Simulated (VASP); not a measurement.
# HfH2 (I4/mmm) in VASP: a series of runs

Runs on HfH2. Level: PBEsol. Tasks: single point.

Program: VASP 6.6.1. These are calculated values, not measurements. Logs are shortened: lines on timing, memory, paths and dates and some standing lists are left out, and cuts for length are marked.

### Step 1. The crystal as given

It takes space group I4/mmm (No. 139, tetragonal). Conventional cell: a = 3.478 Å, b = 3.478 Å, c = 4.361 Å, α = 90.00°, β = 90.00°, γ = 90.00°. Hf (site symmetry 4/mmm) is surrounded by 8 H at 2.05 Å. Around H (site symmetry -4m2) lie 4 Hf at 2.05 Å and 2 H at 2.18 Å.

### Step 2. Single point, PBEsol

File INCAR:

```
PREC = Accurate
ENCUT = 520
EDIFF = 1E-6
ISMEAR = 1
SIGMA = 0.1
LREAL = False
LASPH = True
NELM = 100
ALGO = Normal
ISIF = 2
LWAVE = False
LCHARG = False
GGA = PS
NBANDS = 13
ADDGRID = False
```

File KPOINTS:

```
Automatic mesh
0
Gamma
  12 12 12
```

File POSCAR:

```
HfH2
1.0
   -1.7390000000      1.7390000000      2.1805000000
    1.7390000000     -1.7390000000      2.1805000000
    1.7390000000      1.7390000000     -2.1805000000
Hf H
1 2
Direct
    0.0000000000      0.0000000000      0.0000000000
    0.2500000000      0.7500000000      0.5000000000
    0.7500000000      0.2500000000      0.5000000000
```

Potentials or basis: VASP PAW PBE potentials, release 64 (Hf_pv, H_s).

Started as:

```bash
$ cat potpaw_PBE.64/Hf_pv/POTCAR potpaw_PBE.64/H_s/POTCAR > POTCAR
$ mpirun -np 1 vasp_std > vasp.out
```

OUTCAR:

```text
PREC = Accurate
   ENCUT = 520
   EDIFF = 1E-6
   ISMEAR = 1
   LREAL = False
   LASPH = True
   NELM = 100
   ISIF = 2
   GGA = PS

 Found    163 irreducible k-points:

 Following reciprocal coordinates:
            Coordinates               Weight
  0.000000  0.000000  0.000000      1.000000
  0.083333  0.000000  0.000000      8.000000
  0.166667  0.000000  0.000000      8.000000
  0.250000  0.000000  0.000000      8.000000
  0.333333 -0.000000  0.000000      8.000000
  0.416667  0.000000  0.000000      8.000000
   k-points           NKPTS =    163   k-points in BZ     NKDIM =    163   number of bands    NBANDS=     13
   number of dos      NEDOS =    301   number of ions     NIONS =      3
   total plane-waves  NPLWV =  13824
   dimension x,y,z NGX =    24 NGY =   24 NGZ =   24
   dimension x,y,z NGXF=    48 NGYF=   48 NGZF=   48
   ions per type =               1   2
   NGX,Y,Z   is equivalent  to a cutoff of  12.14, 12.14, 12.14 a.u.
   NGXF,Y,Z  is equivalent  to a cutoff of  24.28, 24.28, 24.28 a.u.
 SYSTEM =  unknown system
   PREC   = accura    normal or accurate (medium, high low for compatibility)
   ISTART =      0    job   : 0-new  1-cont  2-samecut
   ICHARG =      2    charge: 1-file 2-atom 10-const
   ISPIN  =      1    spin polarized calculation?
   LNONCOLLINEAR =      F non collinear calculations
   LSORBIT =      F    spin-orbit coupling
   LASPH  =      T    aspherical Exc in radial PAW
   ENCUT  =  520.0 eV  38.22 Ry    6.18 a.u.   6.11  6.11  6.11*2*pi/ulx,y,z
   NELM   =    100;   NELMIN=  2; NELMDL= -5     # of ELM steps
   EDIFF  = 0.1E-05   stopping-criterion for ELM
   LREAL  =      F    real-space projection
   EDIFFG = 0.1E-04   stopping-criterion for IOM
   NSW    =      0    number of steps for IOM
   IBRION =     -1    ionic relax: 0-MD 1-quasi-New 2-CG
   NFREE  =      0    steps in history (QN), initial steepest desc. (CG)
   ISIF   =      2    stress and relaxation
   ISYM   =      2    0-nonsym 1-usesym 2-fastsym
   POTIM  = 0.5000    time-step for ionic-motion
   TEBEG  =    0.0;   TEEND  =   0.0 temperature during run
   PSTRESS=    0.0 pullay stress
   NELECT =      12.0000    total number of electrons
   NUPDOWN=      -1.0000    fix difference up-down
   EMIN   =  10.00;   EMAX   =-10.00  energy-range for DOS
   EFERMI =   0.00;   METHOD = LEGACY
   ISMEAR =     1;   SIGMA  =   0.10  broadening in eV -4-tet -1-fermi 0-gaus
   EFERMI_NEDOS =   21; number of points for ismear=-14 and -15
   IALGO  =     38    algorithm
   IMIX   =      4    mixing-type and parameters
     AMIX     =   0.40;   BMIX     =  1.00
     AMIX_MAG =   1.60;   BMIX_MAG =  1.00
  volume/ion in A,a.u.               =       8.79        59.33
  Fermi-wavevector in a.u.,A,eV,Ry     =   1.259109  2.379372 21.570088  1.585357
  Thomas-Fermi vector in A             =   2.392686
   LORBIT       =      0    0 simple, 1 ext, 2 COOP (PROOUT), +10 PAW based schemes
   GGA     = PS    functional components
   LHFCALC =     F    Hartree Fock is set to
   AEXX    =    0.0000 exact exchange contribution
   IVDW    =     0    specifies the selected vdW correction
   LEPSILON=     F    determine dielectric tensor
   LRPA    =     F    only Hartree local field effects (RPA)
 non-spin polarized calculation
 Methfessel and Paxton  Order N= 1 SIGMA  =   0.10
  energy-cutoff  :      520.00
  volume of cell :       26.38
 maximum number of plane-waves:       740
   NGX = 13   NGY = 13   NGZ = 13

 number of electron      11.9999999 magnetization

 Free energy of the ion-electron system (eV)
  ---------------------------------------------------
  ext. energy  EPLUGINS =         0.00000000
  ---------------------------------------------------
  free energy    TOTEN  =       -18.83849530 eV

  energy without entropy =      -18.83826991  energy(sigma->0) =      -18.83842017

 E-fermi :   5.2166     XC(G=0): -11.5317

 val. band max:        5.2159838598   @ k =  -0.2500  -0.2500   0.1667
 cond. band min:       5.2180481099   @ k =  -0.0833   0.1667   0.0833
 fundamental gap:      0.0020642501
 Fermi energy:         5.2166409444

 k-point     1 :       0.0000    0.0000    0.0000
  band No.  band energies     occupation
      1     -25.7042      2.00000
      2     -25.7042      2.00000
      3     -25.6474      2.00000
      4      -6.0360      2.00000
      5       3.9791      2.00000
      6       4.7461      2.00000
      7       4.7461      2.00000
      8       5.5306     -0.00008
      9       7.0745     -0.00000
     10       8.4114      0.00000
     11      16.6097      0.00000
     12      17.0545      0.00000
     13      17.0545      0.00000

 k-point     2 :       0.0833    0.0000    0.0000
  band No.  band energies     occupation
      1     -25.7341      2.00000
      2     -25.7119      2.00000
      3     -25.6600      2.00000
      4      -5.8446      2.00000
      5       2.8049      2.00000
      6       4.8310      2.00000
      7       5.2483      0.49220
      8       6.5216     -0.00000
      9       7.0200     -0.00000
     10       8.2786      0.00000
     11      15.4547      0.00000
     12      17.4628      0.00000
     13      17.6634      0.00000
[... 33 lines left out ...]
 k-point     5 :       0.3333   -0.0000    0.0000
  band No.  band energies     occupation
      1     -26.1168      2.00000
      2     -25.7906      2.00000
      3     -25.6925      2.00000
      4      -3.7744      2.00000
      5       0.0458      2.00000
      6       4.6789      2.00000
      7       5.9140     -0.00000
      8       8.1968      0.00000
      9       8.4564      0.00000
     10      10.2568      0.00000
     11      13.4825      0.00000
     12      14.9550      0.00000
     13      17.6856      0.00000

 k-point     6 :       0.4167    0.0000    0.0000
  band No.  band energies     occupation
      1     -26.2167      2.00000
      2     -25.8114      2.00000
      3     -25.6986      2.00000
      4      -3.2829      2.00000
      5      -0.0275      2.00000
      6       4.4815      2.00000
      7       5.8249     -0.00000
      8       8.7556      0.00000
      9       9.5065      0.00000
     10       9.9446      0.00000
     11      12.0570      0.00000
     12      16.2848      0.00000
     13      17.1068      0.00000

 [... further k-points ...]

------------------------ aborting loop because EDIFF is reached ----------------------------------------

  FORCE on cell =-STRESS in cart. coord.  units (eV):
  Direction    XX          YY          ZZ          XY          YZ          ZX
  --------------------------------------------------------------------------------------
  -------------------------------------------------------------------------------------
  Total       -0.8419897     -0.8419897     -1.0658642      0.0000000      0.0000000      0.0000000
  in kB      -51.1448742    -51.1448742    -64.7436559      0.0000000      0.0000000      0.0000000
  external PRESSURE =     -55.6778014 kB  Pullay stress =       0.0000000 kB

 VOLUME and BASIS-vectors are now :
 -----------------------------------------------------------------------------
  energy-cutoff  :      520.00
  volume of cell :       26.38
      direct lattice vectors                 reciprocal lattice vectors
    -1.739000000  1.739000000  2.180500000     0.000000000  0.287521564  0.229305205
     1.739000000 -1.739000000  2.180500000     0.287521564  0.000000000  0.229305205
     1.739000000  1.739000000 -2.180500000     0.287521564  0.287521564  0.000000000

 POSITION                                       TOTAL-FORCE (eV/Angst)
 -----------------------------------------------------------------------------------
      0.00000      0.00000      0.00000        -0.000000      0.000000      0.000000
      1.73900     -0.00000      1.09025         0.000000     -0.000000      0.000000
     -0.00000      1.73900      1.09025         0.000000     -0.000000     -0.000000
 -----------------------------------------------------------------------------------
    total drift:                                0.000000      0.000000      0.000000

  FREE ENERGIE OF THE ION-ELECTRON SYSTEM (eV)
  ---------------------------------------------------
  free  energy   TOTEN  =       -18.8384952981 eV

  energy  without entropy=      -18.8382699101  energy(sigma->0) =      -18.83842017
```

OSZICAR:

```text
N       E                     dE             d eps       ncg     rms          rms(c)
DAV:   1     0.145952425928E+02    0.14595E+02   -0.64184E+03  4254   0.855E+02
DAV:   2    -0.191664737290E+02   -0.33762E+02   -0.32569E+02  5195   0.179E+02
DAV:   3    -0.199797379272E+02   -0.81326E+00   -0.80966E+00  5259   0.192E+01
DAV:   4    -0.199832545620E+02   -0.35166E-02   -0.35161E-02  4772   0.157E+00
DAV:   5    -0.199832757233E+02   -0.21161E-04   -0.21161E-04  5308   0.105E-01    0.470E+01
DAV:   6    -0.190511417732E+02    0.93213E+00   -0.61188E-01  4518   0.611E+00    0.298E+01
DAV:   7    -0.188790919918E+02    0.17205E+00   -0.81714E-01  4758   0.684E+00    0.514E+00
DAV:   8    -0.188408599996E+02    0.38232E-01   -0.15127E-01  4433   0.310E+00    0.227E+00
DAV:   9    -0.188385330110E+02    0.23270E-02   -0.79870E-03  4923   0.762E-01    0.489E-01
DAV:  10    -0.188384945090E+02    0.38502E-04   -0.83688E-04  5203   0.210E-01    0.207E-01
DAV:  11    -0.188384957410E+02   -0.12320E-05   -0.14012E-05  5065   0.329E-02    0.716E-02
DAV:  12    -0.188384952981E+02    0.44293E-06   -0.89486E-07  3249   0.739E-03
   1 F= -.18838495E+02 E0= -.18838420E+02  d E =-.225388E-03
```

Run time: 13 s. Hardware: 1 thread of Intel Xeon 6975P-C (Granite Rapids), shared host; peak memory 0.18 GiB.

The run converged, but some of its settings lie outside the range that counts as converged, so its numbers aren't taken as properties of the crystal.

What came out:

| Property | Result |
| --- | --- |
| Free energy | -18.8385 eV |
| Pressure | -5.6 GPa |
| Band gap on the k mesh | none (metal or under the smearing width) |

Caveat: the PAW data sets were made with another functional, which shifts forces and pressure a little.

### Step 3. Single point, PBEsol

INCAR: that of step 2 with these lines changed.

```diff
@@ -1,6 +1,6 @@
 PREC = Accurate
-ENCUT = 520
+ENCUT = 400
 EDIFF = 1E-6
 ISMEAR = 1
-SIGMA = 0.1
+SIGMA = 0.15
 LREAL = False
```

File KPOINTS:

```
Automatic mesh
0
Gamma
  14 14 14
```

POSCAR is that of step 2.

Potentials or basis: VASP PAW PBE potentials, release 64 (Hf_pv, H_s).

Started as:

```bash
$ cat potpaw_PBE.64/Hf_pv/POTCAR potpaw_PBE.64/H_s/POTCAR > POTCAR
$ mpirun -np 1 vasp_std > vasp.out
```

OUTCAR:

```text
PREC = Accurate
   ENCUT = 400
   EDIFF = 1E-6
   ISMEAR = 1
   LREAL = False
   LASPH = True
   NELM = 100
   ISIF = 2
   GGA = PS

 Found    244 irreducible k-points:

 Following reciprocal coordinates:
            Coordinates               Weight
  0.000000  0.000000  0.000000      1.000000
  0.071429  0.000000 -0.000000      8.000000
  0.142857  0.000000 -0.000000      8.000000
  0.214286  0.000000 -0.000000      8.000000
  0.285714  0.000000  0.000000      8.000000
  0.357143  0.000000 -0.000000      8.000000
   k-points           NKPTS =    244   k-points in BZ     NKDIM =    244   number of bands    NBANDS=     13
   number of dos      NEDOS =    301   number of ions     NIONS =      3
   total plane-waves  NPLWV =  13824
   dimension x,y,z NGX =    24 NGY =   24 NGZ =   24
   dimension x,y,z NGXF=    48 NGYF=   48 NGZF=   48
   ions per type =               1   2
   NGX,Y,Z   is equivalent  to a cutoff of  12.14, 12.14, 12.14 a.u.
   NGXF,Y,Z  is equivalent  to a cutoff of  24.28, 24.28, 24.28 a.u.
 SYSTEM =  unknown system
   PREC   = accura    normal or accurate (medium, high low for compatibility)
   ISTART =      0    job   : 0-new  1-cont  2-samecut
   ICHARG =      2    charge: 1-file 2-atom 10-const
   ISPIN  =      1    spin polarized calculation?
   LNONCOLLINEAR =      F non collinear calculations
[... 73 lines left out ...]
     11      16.6101      0.00000
     12      17.0546      0.00000
     13      17.0546      0.00000
[... 66 lines left out ...]
  band No.  band energies     occupation
      1     -26.1490      2.00000
      2     -25.7959      2.00000
      3     -25.6928      2.00000
      4      -3.5957      2.00000
      5      -0.0144      2.00000
      6       4.6146      2.00000
      7       5.8935     -0.00000
      8       8.3598      0.00000
      9       8.7657      0.00000
     10      10.1845      0.00000
     11      13.0561      0.00000
     12      15.2713      0.00000
     13      17.6879      0.00000

 [... further k-points ...]

------------------------ aborting loop because EDIFF is reached ----------------------------------------

  FORCE on cell =-STRESS in cart. coord.  units (eV):
  Direction    XX          YY          ZZ          XY          YZ          ZX
  --------------------------------------------------------------------------------------
  -------------------------------------------------------------------------------------
  Total       -0.8679386     -0.8679386     -1.0961371      0.0000000     -0.0000000     -0.0000000
  in kB      -52.7210844    -52.7210844    -66.5825185      0.0000000     -0.0000000     -0.0000000
  external PRESSURE =     -57.3415625 kB  Pullay stress =       0.0000000 kB

 VOLUME and BASIS-vectors are now :
 -----------------------------------------------------------------------------
  energy-cutoff  :      400.00
  volume of cell :       26.38
      direct lattice vectors                 reciprocal lattice vectors
    -1.739000000  1.739000000  2.180500000     0.000000000  0.287521564  0.229305205
     1.739000000 -1.739000000  2.180500000     0.287521564  0.000000000  0.229305205
     1.739000000  1.739000000 -2.180500000     0.287521564  0.287521564  0.000000000

 POSITION                                       TOTAL-FORCE (eV/Angst)
 -----------------------------------------------------------------------------------
      0.00000      0.00000      0.00000         0.000000     -0.000000     -0.000000
      1.73900     -0.00000      1.09025        -0.000000      0.000000     -0.000000
     -0.00000      1.73900      1.09025         0.000000     -0.000000      0.000000
 -----------------------------------------------------------------------------------
    total drift:                                0.000000      0.000000      0.000000

  FREE ENERGIE OF THE ION-ELECTRON SYSTEM (eV)
  ---------------------------------------------------
  free  energy   TOTEN  =       -18.8378496575 eV

  energy  without entropy=      -18.8384356430  energy(sigma->0) =      -18.83804499
```

stdout:

```text
POSCAR found type information on POSCAR HfH
 POSCAR found :  2 types and       3 ions
 scaLAPACK will be used
 -----------------------------------------------------------------------------
|                                                                             |
|                                                                             |
|     You enforced a specific xc type in the INCAR file but a different       |
|     I HOPE YOU KNOW WHAT YOU ARE DOING!                                     |
|                                                                             |
 -----------------------------------------------------------------------------

 LDA part: xc-table for (Slater+PW92), standard interpolation
 POSCAR, INCAR and KPOINTS ok, starting setup
 FFT: planning ... GRIDC
 FFT: planning ... GRID_SOFT
 FFT: planning ... GRID
 WAVECAR not read
 entering main loop
```

Run time: 17 s. Hardware: 1 thread of Intel Xeon 6975P-C (Granite Rapids), shared host; peak memory 0.18 GiB.

These settings aren't checked as converged: the numbers below hold their error.

What came out:

```yaml
Free_energy: -18.8378 eV
Pressure: -5.7 GPa
Band_gap_on_the_k_mesh: none (metal or under the smearing width)
```

Caveat: the PAW data sets were made with another functional, which shifts forces and pressure a little.

### Step 4. Single point, PBEsol

INCAR: that of step 3 with these lines changed.

```diff
@@ -1,3 +1,3 @@
 PREC = Accurate
-ENCUT = 400
+ENCUT = 900
 EDIFF = 1E-6
```

File KPOINTS:

```
Automatic mesh
0
Gamma
  10 10 10
```

POSCAR is that of step 3.

Started as:

```bash
$ cat potpaw_PBE.64/Hf_pv/POTCAR potpaw_PBE.64/H_s/POTCAR > POTCAR
$ mpirun -np 1 vasp_std > vasp.out
```

Wall time 19 s (1 thread of Intel Xeon 6975P-C (Granite Rapids), shared host); peak memory 0.23 GiB.

These settings aren't checked as converged: the numbers below hold their error.

Results:

| Quantity | Value |
| --- | --- |
| Free energy | -18.8410 eV |
| Pressure | -5.6 GPa |
| Band gap on the k mesh | none (metal or under the smearing width) |

Caveat: the PAW data sets were made with another functional, which shifts forces and pressure a little.
